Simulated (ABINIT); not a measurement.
Si:

```xyz
3
Lattice="0.0000 2.5026 4.3056 2.4811 0.0000 4.3056 2.4811 2.5026 0.0000" Properties=species:S:1:pos:R:3 pbc="T T T"
Si    2.4811    2.5026    4.3056
Si    2.4811    1.2513    2.1528
Si    0.0000    1.2513    2.1528
```

The cell was built by a generator and needn't be a form met in nature.

* Program: ABINIT 10.8.3 (patched build)
* Task: single point
* Functional: PBE
* Potentials or basis: JTH PAW PBE v2.0
* Cutoff: 408 eV
* k mesh: 8 × 8 × 8
* Occupations: fermi-dirac, width 0.05 eV
* Spin: no spin polarisation

On this cell: pressure 0.1 GPa; largest force under 0.003 eV/Å; band gap on the k mesh none (metal or under the smearing width).

The same run follows on a disturbed copy (atoms moved at random, drawn with an rms of 0.05 Å):

```
Si
1.0
     0.00000    2.50264    4.30565
     2.48106    0.00000    4.30565
     2.48106    2.50264    0.00000
Si
3
Direct
  0.50740 0.49267 0.49209
  0.99501 0.49796 0.49726
  0.50160 0.98951 0.00387
```

Problem. What does the disturbed cell give?

Solution. The energy (extrapolated to zero smearing) moves by +4.2 meV/atom; pressure 0.3 GPa; largest force 0.444 eV/Å; band gap on the k mesh none (metal or under the smearing width).

Forces in eV/Å, atoms in the order of the input:
```
Si  -0.031  0.011 -0.443
Si  -0.009  0.320  0.213
Si   0.040 -0.331  0.230
```

Stress tensor (GPa, compression positive):
```
 0.24  0.01  0.05
 0.01 -0.32 -0.02
 0.05 -0.02  0.93
```
